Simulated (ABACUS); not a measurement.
# C (Fd-3m) in ABACUS: settings compared, part 2 of 3

ABACUS 3.10.1. The steps go on from the part before.

**3. Single point, rPW86PBE**

INPUT reads:

```
INPUT_PARAMETERS
suffix              C
calculation         scf
basis_type          pw
pseudo_dir          ./
symmetry            1
dft_functional      GGA_X_RPW86+GGA_C_PBE
ecutwfc             82
pseudo_rcut         10
nspin               1
nbands              14
ks_solver           dav
smearing_method     fd
smearing_sigma      0.00367493
scf_thr             1e-08
scf_nmax            100
mixing_type         broyden
mixing_beta         0.7
cal_force           1
cal_stress          1
out_chg             1
out_pot             2
out_elf             1
```

STRU reads:

```
ATOMIC_SPECIES
C 12.0110 C_ONCV_PBE-1.2.upf

LATTICE_CONSTANT
1.8897261246

LATTICE_VECTORS
0.0000000000 1.7833700000 1.7833700000
1.7833700000 0.0000000000 1.7833700000
1.7833700000 1.7833700000 0.0000000000

ATOMIC_POSITIONS
Cartesian

C
0.0
2
2.6750550000 2.6750550000 2.6750550000 1 1 1
1.7833700000 1.7833700000 1.7833700000 1 1 1
```

KPT reads:

```
K_POINTS
0
Gamma
10 10 10 0 0 0
```

Potentials or basis: SG15 ONCV 1.2 PBE, plane waves.

Launch:

```console
OMP_NUM_THREADS=1 mpirun -np 4 abacus > log
```

running log:

```text
ABACUS v3.10.1

               Atomic-orbital Based Ab-initio Computation at UStc

 ------------------------------------------------------------------------------------

 READING GENERAL INFORMATION
                           global_out_dir = OUT.C/
                           global_in_card = INPUT
                               pseudo_dir = ./
                              orbital_dir =
                                    DSIZE = 4
                                    GSIZE = 1

 READING UNITCELL INFORMATION
                                    ntype = 1
                  lattice constant (Bohr) = 1.88973
              lattice constant (Angstrom) = 1

 READING ATOM TYPE 1
                               atom label = C
                      L=0, number of zeta = 1
                      L=1, number of zeta = 1
                      L=2, number of zeta = 1
             number of atom for this type = 2

                        TOTAL ATOM NUMBER = 2
CARTESIAN COORDINATES ( UNIT =       1.889726124600 Bohr ).
    atom                   x                   y                   z     mag                  vx                  vy                  vz
tauc_C1            2.6750550000        2.6750550000        2.6750550000  0.0000        0.0000000000        0.0000000000        0.0000000000
tauc_C2            1.7833700000        1.7833700000        1.7833700000  0.0000        0.0000000000        0.0000000000        0.0000000000

                          Volume (Bohr^3) = 76.551
[... 273 lines left out ...]
The vacuum level is 11.723672271 eV

 STATE ENERGY(eV) AND OCCUPATIONS    NSPIN == 1
 1/47 kpoint (Cartesian) = 0.0000 0.0000 0.0000 (236 pws)
       1       -7.97689     0.00200000
       2        13.3042     0.00200000
       3        13.3042     0.00200000
       4        13.3042     0.00200000
       5        19.0022    1.63530e-26
       6        19.0022    1.63530e-26
       7        19.0022    1.63530e-26
       8        26.6771        0.00000
       9        33.1207        0.00000
      10        40.2132        0.00000
      11        40.2132        0.00000
      12        41.4049        0.00000
      13        41.4049        0.00000
      14        41.4049        0.00000
[... 66 lines left out ...]
       1       -2.28743     0.00800000
       2       0.137229     0.00800000
       3        10.5311     0.00800000
       4        10.5311     0.00800000
       5        21.9192    3.01082e-51
       6        21.9192    3.01082e-51
       7        22.2810    2.16613e-54
       8        29.2572        0.00000
       9        35.5087        0.00000
      10        37.7833        0.00000
      11        39.5904        0.00000
      12        39.5904        0.00000
      13        47.6771        0.00000
      14        47.6771        0.00000

[... levels at 41 further k points ...]

------------------------------------------------------------------------------------------
 TOTAL-FORCE (eV/Angstrom)
------------------------------------------------------------------------------------------
                        C1         0.0000000000         0.0000000000         0.0000000000
                        C2         0.0000000000         0.0000000000         0.0000000000
------------------------------------------------------------------------------------------

----------------------------------------------------------------
 TOTAL-STRESS (KBAR)
----------------------------------------------------------------
        74.3187038715        -0.0000000000         0.0000000000
        -0.0000000000        74.3187038715         0.0000000000
        -0.0000000000         0.0000000000        74.3187038715
----------------------------------------------------------------
 TOTAL-PRESSURE: 74.318704 KBAR

 --------------------------------------------
 !FINAL_ETOT_IS -310.6479442787195921 eV
 --------------------------------------------
```

stdout:

```text
ABACUS v3.10.1

               Atomic-orbital Based Ab-initio Computation at UStc

 dft_functional readin is: GGA_X_RPW86+GGA_C_PBE
 dft_functional in pseudopot file is: PBE
 Please make sure this is what you need
[... 26 lines left out ...]
 DA5     -3.10647944e+02  -9.55978595e-07   7.2907e-09   0.50
----------------------------------------------------------------
 TOTAL-STRESS (KBAR)
----------------------------------------------------------------
        74.3187038715        -0.0000000000         0.0000000000
        -0.0000000000        74.3187038715         0.0000000000
        -0.0000000000         0.0000000000        74.3187038715
----------------------------------------------------------------
 TOTAL-PRESSURE: 74.318704 KBAR
```

Wall time 2.8 s (4 MPI ranks of Intel Xeon Platinum 8488C (Sapphire Rapids), shared host); peak memory 0.2 GiB.

Results:

| Property | Result |
| --- | --- |
| Free energy | -310.6479 eV |
| Pressure | 7.4 GPa |
| Band gap on the k mesh | 4.46 eV, indirect (least direct gap 5.70 eV) |

Caveat: the potentials were made for another functional, which shifts forces and pressure. A k mesh can miss the band edges.

**4. Relaxation of cell and atoms, rPW86PBE**

run_abacus.py reads:

```python
"""Relaxation by an ASE optimiser with ABACUS as a small file-based calculator."""
import re
import subprocess
import spglib
from ase import Atoms
import numpy as np
from ase.calculators.calculator import Calculator, all_changes
from ase.filters import FrechetCellFilter
from ase.io import read
from ase.optimize import BFGSLineSearch
from ase.stress import full_3x3_to_voigt_6_stress
from ase.units import Bohr, GPa

atoms = read("C.cif")
cell, frac, numbers = spglib.standardize_cell((atoms.cell[:], atoms.get_scaled_positions(), atoms.numbers), to_primitive=True, symprec=1e-4)
atoms = Atoms(numbers=numbers, cell=cell, scaled_positions=frac, pbc=True)  # the primitive cell
atoms = atoms[(-atoms.numbers).argsort(kind="stable")]  # ABACUS lists atoms element by element
pseudo = {'C': 'C_ONCV_PBE-1.2.upf'}
orbital = {}
magmoms = None
kmesh = [10, 10, 10]
params = {
    'suffix': 'C',
    'calculation': 'scf',
    'basis_type': 'pw',
    'pseudo_dir': './',
    'symmetry': 1,
    'dft_functional': 'GGA_X_RPW86+GGA_C_PBE',
    'ecutwfc': 82,
    'pseudo_rcut': 10,
    'nspin': 1,
    'nbands': 8,
    'ks_solver': 'dav',
    'smearing_method': 'fd',
    'smearing_sigma': 0.00367493,
    'scf_thr': 1e-08,
    'scf_nmax': 100,
    'mixing_type': 'broyden',
    'mixing_beta': 0.7,
    'cal_force': 1,
    'cal_stress': 1,
    'kpar': 4,
}

def write_input(atoms):
    symbols = atoms.get_chemical_symbols()
    elements = list(dict.fromkeys(symbols))
    lines = ["ATOMIC_SPECIES"] + [f"{e} {atoms.get_masses()[symbols.index(e)]:.4f} {pseudo[e]}" for e in elements]
    if orbital:
        lines += ["", "NUMERICAL_ORBITAL"] + [orbital[e] for e in elements]
    lines += ["", "LATTICE_CONSTANT", f"{1 / Bohr:.10f}", "", "LATTICE_VECTORS"]
    lines += [" ".join(f"{x:.10f}" for x in v) for v in atoms.cell]
    lines += ["", "ATOMIC_POSITIONS", "Direct"]
    for e in elements:
        lines += ["", e, "0.0", str(symbols.count(e))]
        for i, p in enumerate(atoms.get_scaled_positions(wrap=False)):
            if symbols[i] == e:
                mag = "" if magmoms is None else " mag " + " ".join(str(x) for x in (magmoms[i] if isinstance(magmoms[i], list) else [magmoms[i]]))
                lines.append(" ".join(f"{x:.10f}" for x in p) + " 1 1 1" + mag)
    open("STRU", "w").write("\n".join(lines) + "\n")
    open("KPT", "w").write("K_POINTS\n0\nGamma\n%d %d %d 0 0 0\n" % tuple(kmesh))
    open("INPUT", "w").write("INPUT_PARAMETERS\n" + "".join(f"{k:<20s}{v}\n" for k, v in params.items()))

class Abacus(Calculator):
    implemented_properties = ["energy", "free_energy", "forces", "stress"]

    def calculate(self, atoms=None, properties=("energy",), system_changes=all_changes):
        super().calculate(atoms, properties, system_changes)
        write_input(self.atoms)
        subprocess.run(['mpirun', '-np', '4', 'abacus'], check=True)
        log = open("OUT.C/running_scf.log").read()
        if "charge density convergence is achieved" not in log:
            raise RuntimeError("SCF not converged")
        rows = lambda title, n: np.array([l.split()[-3:] for l in log.split(title)[-1].split("\n")[2:2 + n]], float)
        energy = float(re.findall(r"FINAL_ETOT_IS (\S+)", log)[-1])
        stress = -rows("TOTAL-STRESS", 3) / 10 * GPa  # ABACUS prints kbar, compression positive
        self.results = dict(energy=energy, free_energy=energy, forces=rows("TOTAL-FORCE", len(self.atoms)), stress=full_3x3_to_voigt_6_stress(stress))

atoms.calc = Abacus()
opt = BFGSLineSearch(FrechetCellFilter(atoms), logfile="opt.log", trajectory="relax.traj")
print("optimiser converged:", opt.run(fmax=0.02, steps=60))
```

C.cif is that of step 2.

Launch:

```console
OMP_NUM_THREADS=1 python run_abacus.py > log
```

It took 4.8 s on 4 MPI ranks of Intel Xeon Platinum 8488C (Sapphire Rapids), shared host; peak memory 0.36 GiB.

Results (log left out):

| Item | Value |
| --- | --- |
| Free energy | -310.6519 eV |
| Relaxed volume | 5.77 Å³/atom |
| Relaxed cell | a = 2.537 Å, b = 2.537 Å, c = 2.537 Å, α = 60.00°, β = 60.00°, γ = 60.00° |
| Space group after relaxing (to 0.05 Å) | Fd-3m (No. 227) |
| Energy gained by relaxing | 2.3 meV/atom |
| Ionic steps | 2 |
| Pressure after relaxing | -0.1 GPa |
| Band gap on the k mesh | 4.42 eV, indirect (least direct gap 5.65 eV) |

The path:
| step | energy change (eV) | largest force (eV/Å) | pressure (GPa) | volume (Å³) |
| --- | --- | --- | --- | --- |
| 1 | 0.0000 | 0.0000 | 7.40 | 11.34 |
| 2 | -0.0046 | 0.0000 | -0.07 | 11.54 |

Final structure:
```
C
1.0
     0.00000    1.79380    1.79380
     1.79380    0.00000    1.79380
     1.79380    1.79380    0.00000
C
2
Direct
  0.25000 0.25000 0.25000
  0.00000 0.00000 0.00000
```

Levels at points of the mesh, in eV from the valence-band top:
```
           k point  band 1  band 2  band 3  band 4  band 5  band 6  band 7  band 8
(0.00, 0.00, 0.00)  -21.05    0.00    0.00    0.00    5.65    5.65    5.65   12.97
(0.50, 0.50, 0.50)  -15.46  -12.98   -2.73   -2.73    8.54    8.54    8.74   15.77
(0.50, 0.50, 0.00)  -12.53  -12.53   -6.11   -6.11    5.05    5.05   16.50   16.50
```

Caveat: the potentials were made for another functional, which shifts forces and pressure. Zero-point motion and thermal expansion aren't in these numbers.

(Continued in part 3 of 3.)
